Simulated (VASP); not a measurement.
# CdTe (F-43m) in VASP: a series of runs, part 2 of 2

VASP 6.6.1. Earlier steps stand in the parts before.

## 3. Single point, r2SCAN0

Contents of POSCAR:

```
CdTe
1.0
    0.0000000000      3.2799012126      3.2799012126
    3.2799012126      0.0000000000      3.2799012126
    3.2799012126      3.2799012126      0.0000000000
Cd Te
1 1
Direct
    0.0000000000      0.0000000000      0.0000000000
    0.2500000000      0.2500000000      0.2500000000
```

Contents of INCAR.step1:

```
SYSTEM = CdTe
PREC = Accurate
ENCUT = 520
EDIFF = 1E-5
ISMEAR = 0
SIGMA = 0.01
LREAL = .False.
LASPH = .True.
NELM = 100
ALGO = Normal
ISIF = 2
LWAVE = .True.
GGA = PE
NBANDS = 16
```

Contents of INCAR.step2:

```
SYSTEM = CdTe
PREC = Accurate
ENCUT = 520
EDIFF = 1E-7
ISMEAR = 0
SIGMA = 0.01
LREAL = .False.
LASPH = .True.
NELM = 100
ALGO = Normal
ISIF = 2
LWAVE = .False.
LCHARG = .True.
METAGGA = R2SCAN
LHFCALC = .True.
AEXX = 0.25
LMIXTAU = .True.
PRECFOCK = Normal
LELF = .True.
LVHAR = .True.
ISTART = 1
NBANDS = 16
```

Contents of KPOINTS:

```
regular mesh
0
Gamma
  4 4 4
  0 0 0
```

Potentials or basis: VASP PAW PBE potentials, release 64 (Cd, Te).

Command:

```
> cat potpaw_PBE.64/Cd/POTCAR potpaw_PBE.64/Te/POTCAR > POTCAR
> cp INCAR.step1 INCAR
> mpirun -np 1 vasp_std > vasp.out
> cp INCAR.step2 INCAR
> mpirun -np 1 vasp_std > vasp.out
```

OUTCAR:

```text
SYSTEM = CdTe
   PREC = Accurate
   ENCUT = 520
   EDIFF = 1E-7
   ISMEAR = 0
   LREAL = .False.
   LASPH = .True.
   NELM = 100
   ISIF = 2
   METAGGA = R2SCAN
   LHFCALC = .True.
   AEXX = 0.25
   PRECFOCK = Normal
   ISTART = 1

 ion  position               nearest neighbor table
   1  0.000  0.000  0.000-   2 2.84   2 2.84   2 2.84   2 2.84
   2  0.250  0.250  0.250-   1 2.84   1 2.84   1 2.84   1 2.84

  LATTYP: Found a face centered cubic cell.
 ALAT       =     6.5598024252

  Lattice vectors:

 A1 = (   0.0000000000,   3.2799012126,   3.2799012126)
 A2 = (   3.2799012126,   0.0000000000,   3.2799012126)
 A3 = (   3.2799012126,   3.2799012126,   0.0000000000)

Analysis of symmetry for initial positions (statically):
=====================================================================
 Subroutine PRICEL returns:
 Original cell was already a primitive cell.

 Routine SETGRP: Setting up the symmetry group for a
 face centered cubic supercell.

 Subroutine GETGRP returns: Found 24 space group operations
 (whereof 24 operations were pure point group operations)
 out of a pool of 48 trial point group operations.

The static configuration has the point symmetry T_d .

Analysis of symmetry for dynamics (positions and initial velocities):
=====================================================================
 Subroutine PRICEL returns:
 Original cell was already a primitive cell.

 Routine SETGRP: Setting up the symmetry group for a
 face centered cubic supercell.

 Subroutine GETGRP returns: Found 24 space group operations
 (whereof 24 operations were pure point group operations)
 out of a pool of 48 trial point group operations.

The dynamic configuration has the point symmetry T_d .

 Subroutine INISYM returns: Found 24 space group operations
 (whereof 24 operations are pure point group operations),
 and found     1 'primitive' translations

----------------------------------------------------------------------------------------

[... 103 lines left out ...]
   ENCUT4O =  -1.0   cutoff for four orbital integrals eV
   NKREDX  =     1    reduce k-point grid by
   NKREDY  =     1    reduce k-point grid by
   NKREDZ  =     1    reduce k-point grid by
   AEXX    =    0.2500 exact exchange contribution
   HFSCREEN=    0.0000 screening length (either q_TF or 0.3 A-1)
   HFSCREENC=   0.0000 screening length for correlation (either q_TF or 0.3 A-1)
   ENCUTFOCK=  -1.0 apply spherical cutoff to Coloumb kernel
   IVDW    =     0    specifies the selected vdW correction
   LEPSILON=     F    determine dielectric tensor
   LRPA    =     F    only Hartree local field effects (RPA)
 non-spin polarized calculation
 Gauss-broadening in eV      SIGMA  =   0.01
  energy-cutoff  :      520.00
  volume of cell :       70.57
 maximum number of plane-waves:      1924
 NGX is ok and might be reduce to    36
  NGX = 28; NGY = 28; NGZ = 28

 number of electron      18.0000006 magnetization

 Free energy of the ion-electron system (eV)
  ---------------------------------------------------
  ext. energy  EPLUGINS =         0.00000000
  ---------------------------------------------------
  free energy    TOTEN  =       -38.14068245 eV

  energy without entropy =      -38.14068245  energy(sigma->0) =      -38.14068245

 E-fermi :   1.0696     XC(G=0):  -6.9961

 val. band max:        1.0008977557   @ k =   0.0000   0.0000   0.0000
 cond. band min:       3.4264063789   @ k =   0.0000   0.0000   0.0000
 fundamental gap:      2.4255086231
 Fermi energy:         1.0695518207

 k-point     1 :       0.0000    0.0000    0.0000
  band No.  band energies     occupation
      1     -11.2084      2.00000
      2      -8.7505      2.00000
      3      -8.7505      2.00000
      4      -8.7505      2.00000
      5      -8.5004      2.00000
      6      -8.5004      2.00000
[... 129 lines left out ...]
      3      -8.6278      2.00000
      4      -8.5285      2.00000
      5      -8.4990      2.00000
      6      -7.8126      2.00000
[... 8 lines left out ...]
     15      14.2306      0.00000
     16      14.3887      0.00000

------------------------ aborting loop because EDIFF is reached ----------------------------------------

  FORCE on cell =-STRESS in cart. coord.  units (eV):
  Direction    XX          YY          ZZ          XY          YZ          ZX
  --------------------------------------------------------------------------------------
  -------------------------------------------------------------------------------------
  Total       -0.2382131     -0.2382131     -0.2382131      0.0000000     -0.0000000      0.0000000
  in kB       -5.4083397     -5.4083397     -5.4083397      0.0000000     -0.0000000      0.0000000
  external PRESSURE =      -5.4083397 kB  Pullay stress =       0.0000000 kB

 VOLUME and BASIS-vectors are now :
 -----------------------------------------------------------------------------
  energy-cutoff  :      520.00
  volume of cell :       70.57
      direct lattice vectors                 reciprocal lattice vectors
     0.000000000  3.279901213  3.279901213    -0.152443616  0.152443616  0.152443616
     3.279901213  0.000000000  3.279901213     0.152443616 -0.152443616  0.152443616
     3.279901213  3.279901213  0.000000000     0.152443616  0.152443616 -0.152443616

 POSITION                                       TOTAL-FORCE (eV/Angst)
 -----------------------------------------------------------------------------------
      0.00000      0.00000      0.00000         0.000000      0.000000      0.000000
      1.63995      1.63995      1.63995        -0.000000     -0.000000     -0.000000
 -----------------------------------------------------------------------------------
    total drift:                                0.000020      0.000020      0.000014

  FREE ENERGIE OF THE ION-ELECTRON SYSTEM (eV)
  ---------------------------------------------------
  free  energy   TOTEN  =       -38.1406824478 eV

  energy  without entropy=      -38.1406824478  energy(sigma->0) =      -38.14068245
```

OSZICAR.step1:

```text
N       E                     dE             d eps       ncg     rms          rms(c)
DAV:   1     0.101503590775E+03    0.10150E+03   -0.82973E+03   264   0.979E+02
DAV:   2    -0.123564998352E+01   -0.10274E+03   -0.98186E+02   320   0.237E+02
DAV:   3    -0.495861538362E+01   -0.37230E+01   -0.37196E+01   328   0.458E+01
DAV:   4    -0.499240443649E+01   -0.33789E-01   -0.33788E-01   376   0.393E+00
DAV:   5    -0.499248934246E+01   -0.84906E-04   -0.84906E-04   336   0.187E-01    0.517E+00
DAV:   6    -0.476126099672E+01    0.23123E+00   -0.39174E-01   304   0.721E+00    0.431E+00
DAV:   7    -0.474419933336E+01    0.17062E-01   -0.11411E-01   296   0.213E+00    0.170E+00
DAV:   8    -0.474537277367E+01   -0.11734E-02   -0.10898E-02   272   0.115E+00    0.490E-01
DAV:   9    -0.474580095361E+01   -0.42818E-03   -0.93800E-04   296   0.303E-01    0.110E-01
DAV:  10    -0.474588600774E+01   -0.85054E-04   -0.12096E-04   304   0.969E-02    0.538E-02
DAV:  11    -0.474593738650E+01   -0.51379E-04   -0.93060E-05   272   0.554E-02    0.364E-02
DAV:  12    -0.474593611249E+01    0.12740E-05   -0.35202E-06   240   0.140E-02
   1 F= -.47459361E+01 E0= -.47459361E+01  d E =-.225448E-38
```

Run time: 8.2 min. Hardware: 1 thread of Intel Xeon Platinum 8488C (Sapphire Rapids), shared host; peak memory 0.23 GiB.

What came out:

| Item | Value |
| --- | --- |
| Free energy | -38.1407 eV |
| Pressure | -0.5 GPa |
| Band gap on the k mesh | 2.43 eV |

Caveat: the PAW data sets were made with another functional, which shifts forces and pressure a little; spin-orbit coupling is left out, which moves the levels of the heavy elements.

## 4. How close it comes

Step 2. Against the measured gap of CdTe, 1.607 eV (0 K; a printed reference work, data compilation), the calculated 2.12 eV is off by +0.51 eV. Spin-orbit coupling on Cd, Te is left out. The value is that of PBE0, without temperature or zero-point motion.

Step 3. A measured gap of CdTe is 1.607 eV (0 K; a printed reference work, data compilation); the calculated 2.43 eV misses it by +0.82 eV. Spin-orbit coupling on Cd, Te is left out. The value is that of r2SCAN0, without temperature or zero-point motion.
